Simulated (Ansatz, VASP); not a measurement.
## GeBr2: VASP beside Ansatz

Aim: how closely do two programs agree when they are given the same cell, functional and k mesh? Of the first pair: The structure shown is the start of the Ansatz relaxation below; VASP solves that cell, so the two are compared at the walk's first step.

Program: Ansatz 0.2.0. Level of theory: plane waves, with VASP 6.6.1 beside it; PBE. Results are calculated unless marked as measured.

**1. Set-up**

The cell holds 3 atoms: 2 Br and 1 Ge. Cell: a = 3.775 Å, b = 3.775 Å, c = 30.007 Å, α = 90.0°, β = 90.0°, γ = 120.0°. Vacuum lies along c. The height across the vacuum is the one that the program set for its solve, not the one typed.

**2. Ansatz: relaxation, PBE**

Ansatz runs on its default PAW (the set named soft_2) files.

The two programs are compared at the cell with which this relaxation starts, whose forces are those of its first step.

File input.yaml:

```yaml
crystal:
  lattice:
    - [3.77511055, 0.0, 0.0]
    - [-1.88755528, 3.26934164, 0.0]
    - [0.0, 0.0, 19.395]
  atoms:
    - { symbol: Br, position: [0.0, 0.0, 0.58000178] }
    - { symbol: Br, position: [0.66666667, 0.33333333, 0.41999822] }
    - { symbol: Ge, position: [0.33333333, 0.66666667, 0.5] }
  periodic: [true, true, false]
kpoints:
  mp_grid: { grid: [8, 8, 1] }
scf:
  occupations: { method: fermi_dirac, width: 0.05 }
hamiltonian:
  xc: pbe
  pseudopotentials: { kind: paw }
output:
  forces: true
  stress: true
relax:
  f_tol: 0.02
  max_steps: 50
  cell: {}
```

Started as:

```bash
$ ansatz run input.yaml --threads 4 --pin off --max-ram 8192MiB --backend cpu --events-out ev --progress --plain --runs-dir out
```

Numbers of over 12 decimals in the logs are rounded to 6 here.

The program printed:

```text
Warning: crystal.periodic: the lattice vector that does not repeat stood 0.000° off the slab's normal, 19.395 Å along it as the deck builds it. The run solves the slab on a vector along the normal, 30.007 Å long, with every atom where it was (on the deck's vector they left 16.29 Å outside them, and the widest stretch free of ions among them is 1.55 Å). A fractional position that the run reports is one of the run's ce [...]
crystal.periodic: the lattice vector that does not repeat stood 0.000° off the slab's normal, 19.395 Å along it as the deck builds it. The run solves the slab on a vector along the normal, 30.007 Å long, with every atom where it was (on the deck's vector they left 16.29 Å outside them, and the widest stretch free of ions among them is 1.55 Å). A fractional position that the run reports is one of the run's cell, which [...]
Engine: ansatz 0.2.0, x86_64-unknown-linux-gnu
Pseudopotentials: kind: paw
Pseudopotential: Br, paw, valence charge 7, recommended cutoff 420 eV (normal), Br.paw.azcp
Pseudopotential: Ge, paw, valence charge 14, recommended cutoff 420 eV (normal), Ge.paw.azcp
Functional definition: PBE
  parameter kappa = 0.804
  parameter beta = 0.066725
  exchange = pbe_x(kappa = kappa, mu = beta*pi^2/3)
  correlation = pbe_c(beta = beta)
Crystal: 3 atoms, lattice volume = 370.344 Å³
Basis set: ecut = 420 eV, 7265 PW (Γ), exchange–correlation on 54×54×432 points (8 copies of the dense FFT grid, shifted against one another)
Bands: 18, of which v1, the nominal top of the filled ones, is band 14 counted from 1 (13 counted from 0)
Symmetry: 12 space group operations
Space group: P-3m1 (ITA 164), of the structure as read, at distance tolerance 7.2e-5 Å
k-points: 10 of 64
Non-local potential: Br, projectors of the file, l = 0: 2, l = 1: 2, l = 2: 2
Non-local potential: Ge, projectors of the file, l = 0: 2, l = 1: 2, l = 2: 3, l = 3: 1
PAW form: soft (Blöchl's): semilocal exchange-correlation on the pseudo side does not see the compensation charge
PAW one-centre angular grid: Br, 110 points (default); XC on 64 Gauss nodes
PAW one-centre angular grid: Ge, 590 points (default); XC on 64 Gauss nodes
Initial density: superposition of atomic densities (neutral atoms: chi_scale 0, normalization atom), corrected by the library's trained network
Initial wavefunctions: pseudopotential atomic-orbital guess
Functional: x = pbe(κ = 0.804, μ = 0.219515), c = pbe(β = 0.066725)
SCF iter   1: F=—  HF=-9862.696914 eV  |F-HF|=—  |Δ(HF+E_count)|=         —  Δρ=5.84e-4  dr2=2.61e-3  ethr=1.77e-3  ⟨swp⟩=13.1  Hψ=1519  notcnv=0
preconditioner: auto → none  [insulator: Δε(μ)=2.121 eV  Ē_g=10.501 eV  σ=0.050 eV  W_gap=1.00  n_scr=16 (ndim 8)  ℏωp=8.2 eV  f_vac=0.766  D(μ)=0.00/eV (n_scr^D=0)  ε∞_Penn≈1.6]
SCF iter   2: F=—  HF=-9862.697988 eV  |F-HF|=—  |Δ(HF+E_count)|=   1.07e-3  Δρ=3.65e-4  dr2=5.72e-4  ethr=9.31e-6  ⟨swp⟩=3.4  Hψ=539  notcnv=0
[...]
Basis set: ecut = 420 eV, 8369 PW (Γ), exchange–correlation on 60×60×432 points (8 copies of the dense FFT grid, shifted against one another)
Initial wavefunctions: pseudopotential atomic-orbital guess (no wavefunctions were taken with the density)
iter 1 solved again at ethr=2.74e-6 eV; its pass at ethr=3.10e-3 eV (dr2=7.67e-4 eV) is discarded
SCF iter   1: F=—  HF=-9863.042776 eV  |F-HF|=—  |Δ(HF+E_count)|=         —  Δρ=7.73e-4  dr2=9.71e-5  ethr=2.74e-6  ⟨swp⟩=4.2  Hψ=1933  notcnv=0
preconditioner: auto → none  [insulator: Δε(μ)=2.341 eV  Ē_g=9.720 eV  σ=0.050 eV  W_gap=1.00  n_scr=16 (ndim 8)  ℏωp=7.6 eV  f_vac=0.766  D(μ)=0.00/eV (n_scr^D=0)  ε∞_Penn≈1.6]
SCF iter   2: F=—  HF=-9863.074470 eV  |F-HF|=—  |Δ(HF+E_count)|=   3.17e-2  Δρ=3.89e-4  dr2=6.96e-5  ethr=3.47e-7  ⟨swp⟩=3.2  Hψ=360  notcnv=0
SCF iter   3: F=—  HF=-9863.081677 eV  |F-HF|=—  |Δ(HF+E_count)|=   7.21e-3  Δρ=2.55e-4  dr2=9.20e-6  ethr=2.48e-7  ⟨swp⟩=2.1  Hψ=263  notcnv=0
SCF iter   4: F=—  HF=-9863.087445 eV  |F-HF|=—  |Δ(HF+E_count)|=   5.77e-3  Δρ=8.24e-5  dr2=9.72e-7  ethr=3.29e-8  ⟨swp⟩=3.1  Hψ=385  notcnv=0
SCF iter   5: F=—  HF=-9863.088426 eV  |F-HF|=—  |Δ(HF+E_count)|=   9.81e-4  Δρ=8.43e-6  dr2=7.31e-8  ethr=3.47e-9  ⟨swp⟩=2.4  Hψ=349  notcnv=0
SCF iter   6: F=—  HF=-9863.088447 eV  |F-HF|=—  |Δ(HF+E_count)|=   2.14e-5  Δρ=1.27e-6  dr2=6.85e-9  ethr=2.61e-10  ⟨swp⟩=2.4  Hψ=331  notcnv=0
SCF iter   7: F=—  HF=-9863.088448 eV  |F-HF|=—  |Δ(HF+E_count)|=   8.65e-7  Δρ=2.33e-7  dr2=3.63e-10  ethr=2.45e-11  ⟨swp⟩=3.8  Hψ=389  notcnv=0
SCF iter   8: F=—  HF=-9863.088448 eV  |F-HF|=—  |Δ(HF+E_count)|=   1.27e-8  Δρ=8.08e-8  dr2=5.09e-11  ethr=1.29e-12  ⟨swp⟩=2.8  Hψ=341  notcnv=0
SCF iter   9: F=-9863.088448 eV  HF=-9863.088448 eV  |F-HF|=2.76e-10  |Δ(HF+E_count)|=   1.22e-9  Δρ=2.18e-8  dr2=8.88e-12  ethr=1.00e-12  ⟨swp⟩=8.3  Hψ=1025  notcnv=0
SCF 6 converged in 9 iterations: F = -9863.088448 eV  dr2 = 8.88e-12
relax step   6: F+E_penalty+E_count = -9863.08844809 eV  Δ(F+E_penalty+E_count) = -1.990e-3 eV  max|allowed force component| = 1.793e-3 eV/Å  Δτ_max = 0.0000 Å  P = +0.051 N/m  Ω = 428.807 Å³  fix = [c, alpha, beta]  reactions: c +0.000 N/m  stress off target by 5.06e-2 N/m on what of the cell is left free  SCF on the basis re-selected at this cell (its energy is not comparable with the rows above)  (9 SCF iters)
[...]
relax step   7: F+E_penalty+E_count = -9863.08849142 eV  Δ(F+E_penalty+E_count) = -4.333e-5 eV  max|allowed force component| = 1.282e-3 eV/Å  Δτ_max = 0.0021 Å  P = +0.003 N/m  Ω = 429.995 Å³  energy of the carried Pulay correction = -2.124e-5 eV  fix = [c, alpha, beta]  reactions: c +0.000 N/m  (5 SCF iters, dr2 threshold 3.73e-9 eV, accepted)
[...]
relax step   8: F+E_penalty+E_count = -9863.08851215 eV  Δ(F+E_penalty+E_count) = -2.073e-5 eV  max|allowed force component| = 1.283e-3 eV/Å  Δτ_max = 0.0000 Å  P = +0.002 N/m  Ω = 429.995 Å³  fix = [c, alpha, beta]  reactions: c +0.000 N/m  stress off target by 2.23e-3 N/m on what of the cell is left free  SCF on the basis re-selected at this cell (its energy is not comparable with the rows above)  (7 SCF iters)
basis re-selected at this cell: Δ(F+E_penalty+E_count) = -2.073e-5 eV, ΔP = -0.000 N/m vs the last step (what re-selecting the basis moved, of the pressure what is left beyond the Pulay correction that the steps carried, after the strain that the cell walked since its last selection, with what the two solves' SCF thresholds leave and, on support functions, any second-order correction that the steps lacked; it is no m [...]
SCF converged after 7 iterations
Free energy (F): -9863.088512 eV
Harris-Foulkes:  -9863.088512 eV  (|F-HF|=6.25e-9)
Internal energy: -9863.088512 eV  (E = F + TS)
E sigma→0 (E₀):  -9863.088512 eV
Fermi energy:    -5.368137 eV
--- Per-component energies (eV) ---
  E_band       = -514.948759
  E_kinetic    = 372.628558
  E_local      = -33077.599077  (includes V_loc(G=0)·N_el)
  E_nonlocal   = 551.957076
  E_hartree    = 16114.165477
  E_xc         = -602.341522
  E_vxc        = -268.444602  (∫ρ·V_xc dr)
  E_paw        = -6505.505671  (= ΣΔE_a)
  E_vpaw       = -321.822451  (= ΣTr[D̂ρ^β])
  E_aug_tail   = 0.000246  (compensation charges beyond the density's cutoff)
  E_ewald      = 13283.606401
  E_smearing   = -0.000000  (= −TS)
  E_closure    = -0.000000  (closes the sum)
  Σ components = -9863.088512   (vs F -9863.088512, Δ=0.00e0)
--- Forces (eV/Å), atoms counted from 1 ---
  atom   1  Br     0.00000000     0.00000000    -0.00128305
  atom   2  Br    -0.00000000    -0.00000000     0.00128305
  atom   3  Ge    -0.00000000    -0.00000000     0.00000000
  max |Σ_I F_I| component: 3.70e-17 eV/Å
--- 2D stress c σ (N/m, compression-positive) ---
        0.002228      -0.000000      -0.000000
       -0.000000       0.002228       0.000000
       -0.000000       0.000000       0.000000
  P = ½ c Tr σ = 0.0022 N/m
--- Relaxed structure (6 steps of the walk, 6 accepted, 2 SCFs on fresh bases) ---
  F+E_penalty+E_count = -9863.08851215 eV   max|allowed force component| = 1.283e-3 eV/Å   (the final SCF, on the basis selected at the relaxed cell)
  cell:  # Å, volume = 429.9949 Å³
    - [4.067789, 3.110556531928945e-9, 0]
    - [-2.033894, 3.522808, 0]
    - [0, 0, 30.006538]
  atoms:
    - { symbol: Br, position: [1.1693773385475203e-18, 3.1333371290346343e-19, 0.376734] }
    - { symbol: Br, position: [0.666667, 0.333333, 0.269625] }
    - { symbol: Ge, position: [0.333333, 0.666667, 0.323180] }
```

**3. VASP: single point, PBE, start cell, pair 1**

The same cell, functional, mesh and smearing now go to VASP, with its own data sets.

Lines of VASP's logs that name or quote its potential files are left out, and so is its time.

File INCAR:

```
SYSTEM = GeBr2
PREC = Accurate
ENCUT = 410
EDIFF = 1E-06
NELM = 120
ISMEAR = -1
SIGMA = 0.05
LREAL = .FALSE.
ALGO = Normal
GGA = PE
NBANDS = 20
LORBIT = 11
LWAVE = .FALSE.
LCHARG = .FALSE.
ISIF = 2
LDIPOL = .TRUE.
IDIPOL = 3
DIPOL = 0.5 0.5 0.323
LVHAR = .TRUE.
LASPH = .TRUE.
GGA_COMPAT = .FALSE.
EFERMI = MIDGAP
NELMDL = -8
```

File POSCAR:

```
GeBr2
1.0
    3.7751110000      0.0000000000      0.0000000000
   -1.8875550000      3.2693420000      0.0000000000
    0.0000000000      0.0000000000     30.0065380000
Br Ge
2 1
Direct
    0.0000000000      0.0000000000      0.3748894658
    0.6666665411      0.3333334353      0.2714696710
    0.3333331941      0.6666665647      0.3231795684
```

File KPOINTS:

```
Automatic mesh
0
Gamma
8 8 1
0 0 0
```

Potentials, in the order of the species: Br and Ge_d (PBE family, release 64).

Started as:

```bash
$ mpirun -np 1 vasp_std
```

The program printed:

```text
[banner, memory and clock lines left out]
running    1 mpi-ranks, on    1 nodes
 distrk:  each k-point on    1 cores,    1 groups
 distr:  one band on    1 cores,    1 groups

 POSCAR found type information on POSCAR BrGe
 POSCAR found :  2 types and       3 ions
 LDA part: xc-table for (Slater+PW92), standard interpolation
 POSCAR, INCAR and KPOINTS ok, starting setup
 FFT: planning ... GRIDC
 FFT: planning ... GRID_SOFT
 FFT: planning ... GRID
 WAVECAR not read
 entering main loop
       N       E                     dE             d eps       ncg     rms          rms(c)
DAV:   1     0.199860513176E+03    0.19986E+03   -0.10556E+04   480   0.103E+03
DAV:   2     0.193931592375E+02   -0.18047E+03   -0.17565E+03   568   0.223E+02
DAV:   3    -0.836299084459E+01   -0.27756E+02   -0.27616E+02   528   0.103E+02
DAV:   4    -0.921082415203E+01   -0.84783E+00   -0.84584E+00   520   0.237E+01
DAV:   5    -0.923517918218E+01   -0.24355E-01   -0.24354E-01   576   0.382E+00
DAV:   6    -0.923548819138E+01   -0.30901E-03   -0.30901E-03   580   0.367E-01
DAV:   7    -0.923550248073E+01   -0.14289E-04   -0.14289E-04   592   0.685E-02
DAV:   8    -0.923550288217E+01   -0.40144E-06   -0.40135E-06   548   0.107E-02    0.654E+00
DAV:   9    -0.914198033628E+01    0.93523E-01   -0.25920E-01   548   0.293E+00    0.393E+00
DAV:  10    -0.914920757388E+01   -0.72272E-02   -0.13773E-01   436   0.200E+00    0.441E-01
DAV:  11    -0.914596759457E+01    0.32400E-02   -0.21651E-02   480   0.971E-01    0.186E-01
DAV:  12    -0.914629749195E+01   -0.32990E-03   -0.20216E-03   456   0.251E-01    0.979E-02
DAV:  13    -0.914631824751E+01   -0.20756E-04   -0.19571E-04   588   0.928E-02    0.187E-02
DAV:  14    -0.914636491518E+01   -0.46668E-04   -0.35280E-05   436   0.424E-02    0.129E-02
DAV:  15    -0.914638816026E+01   -0.23245E-04   -0.23003E-06   408   0.156E-02    0.405E-03
DAV:  16    -0.914641326324E+01   -0.25103E-04   -0.10827E-06   348   0.100E-02    0.223E-03
DAV:  17    -0.914645222392E+01   -0.38961E-04   -0.38154E-06   348   0.662E-03    0.443E-03
DAV:  18    -0.914646046150E+01   -0.82376E-05   -0.34231E-07   428   0.558E-03    0.818E-04
DAV:  19    -0.914646766411E+01   -0.72026E-05   -0.32039E-07   360   0.245E-03    0.955E-04
DAV:  20    -0.914646858615E+01   -0.92204E-06   -0.18831E-08   368   0.161E-03
   1 F= -.91464686E+01 E0= -.91464686E+01  d E =-.130851E-09
```

(Continued in part 2 of 2.)

[Lines on the potential files, build, host, timing and source positions are cut from VASP's logs without a mark.]

[Logs are printed without paths, hosts, clocks, repeated set-up lines and the standing remarks that a program may print on its own settings, such as how far it seeks lower states.]

[Hosts, paths, dates, database ids (printed as entryN), source tags and the programs' standing remarks are cut or masked in the printed files.]
